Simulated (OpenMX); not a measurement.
Runs of OpenMX 3.8.5 on Ga. Symmetry: P6/mmm, No. 191, hexagonal system. The conventional cell has a = 4.271 Å, b = 4.271 Å, c = 2.765 Å, α = 90.00°, β = 90.00°, γ = 120.00°. Around Ga (site symmetry -6m2) lie 5 Ga at 2.47 to 2.77 Å. The cell was built by a generator and needn't be a form met in nature.

| cell | gap on the mesh (eV) | pressure (GPa) | largest force (eV/Å) |
| --- | --- | --- | --- |
| P6/mmm, 21.85 Å³/atom | none | 7.2 | 0.01 |
| P6/mmm, 25.64 Å³/atom | none | (b) | 0.01 |
| P6/mmm, 23.71 Å³/atom | none | 3.0 | 0.01 |
| P6/mmm, 22.77 Å³/atom | none | 4.7 | 0.01 |
| P6/mmm, 24.66 Å³/atom | none | (a) | 0.01 |

Alike in all rows: task single point; level PBE; potentials or basis OpenMX 2013 PBE set, Ga7.0-s3p2d2, grid cutoff 500 Ry; no spin polarisation; k mesh 5 × 5 × 7; smearing fermi-dirac 0.05 eV.

Q: Fill in the values left out.

A: (a) 1.3; (b) 0.2.

Caveats: the basis has few d functions beyond the semicore shells, which can make volumes several per cent too large; the basis of atomic orbitals isn't converged, which shifts pressures, moduli and gaps.

A k mesh can miss the band edges, and the runs leave out spin-orbit coupling on Ga.

A gap of «none» marks a metal or a gap under the smearing width.
